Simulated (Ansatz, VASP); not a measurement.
## SnO2 in VASP and in Ansatz

INCAR

```
ALGO = Normal
EDIFF = 1E-7
ENCUT = 520
GGA = PE
ISIF = 2
ISMEAR = -1
LASPH = True
LCHARG = False
LREAL = False
LWAVE = False
NELM = 80
PREC = Accurate
SIGMA = 0.05
```

Contents of KPOINTS:

```
k-points
0
Gamma
  9 6 5
```

Contents of POSCAR:

```
SnO2
1.0
    3.0232700000     -0.0604654000      0.0000000000
   -0.0992936000      4.9646800000      0.0000000000
    0.0000000000      0.0000000000      5.9769600000
Sn O
1 2
Direct
    0.5000000000      0.5000000000      0.0000000000
    0.0000000000      0.5000000000      0.7757200000
    0.0000000000      0.5000000000      0.2242800000
```

File input.yaml:

```yaml
crystal:
  lattice:
    - [3.02327, -0.0604654, 0.0]
    - [-0.0992936, 4.96468, 0.0]
    - [0.0, 0.0, 5.97696]
  atoms:
    - { symbol: Sn, position: [0.5, 0.5, 0.0] }
    - { symbol: O, position: [0.0, 0.5, 0.77572] }
    - { symbol: O, position: [0.0, 0.5, 0.22428] }
hamiltonian:
  xc: pbe
  pseudopotentials: { kind: paw }
kpoints:
  mp_grid: { grid: [9, 6, 5] }
scf:
  occupations: { method: fermi_dirac, width: 0.05 }
output:
  forces: true
  stress: true
  eigenvalues: true
```

Change from the starting cell: strain = -0.04.

Alike in both runs: task single point; functional PBE; k mesh 9 × 6 × 5; occupations fermi-dirac, width 0.05 eV; no spin polarisation.

|  | VASP | Ansatz |
| --- | --- | --- |
| version | VASP 6.6.1 | Ansatz 0.2.0 |
| potentials or method | VASP PAW PBE potentials, release 64 (Sn_d, O) | Ansatz PAW |
| plane-wave cutoff (eV) | 520 | 420 |
| valence electrons in the cell | 26 | 26 |

Ansatz gave:

* gap on the k mesh at the Fermi level (eV): 1.31
* least direct gap on the mesh (eV): 1.86
* pressure (GPa): 0.5
* largest component of the traceless stress (GPa): 0.06
* rms of the force components (eV/Å): 0.002

Estimate VASP's values.

gap on the k mesh at the Fermi level (eV): 1.28; least direct gap on the mesh (eV): 1.85; pressure (GPa): 0.7; largest component of the traceless stress (GPa): 0.32; rms of the force components (eV/Å): 0.043.

Atom by atom the forces differ by 0.045 eV/Å (rms over components). With one functional, cell and mesh, what is left measures potentials, basis and numerics.

Caveats: spin-orbit coupling is left out, which moves the levels of the heavy elements; an odd mesh through Γ misses points on the zone boundary, where band edges often lie (VASP); odd divisions of the mesh miss points on the zone boundary, where band edges often lie, so the gap on the mesh can be too wide (Ansatz); the pressure holds a Pulay correction of +0.3 GPa for the finite cutoff (Ansatz).
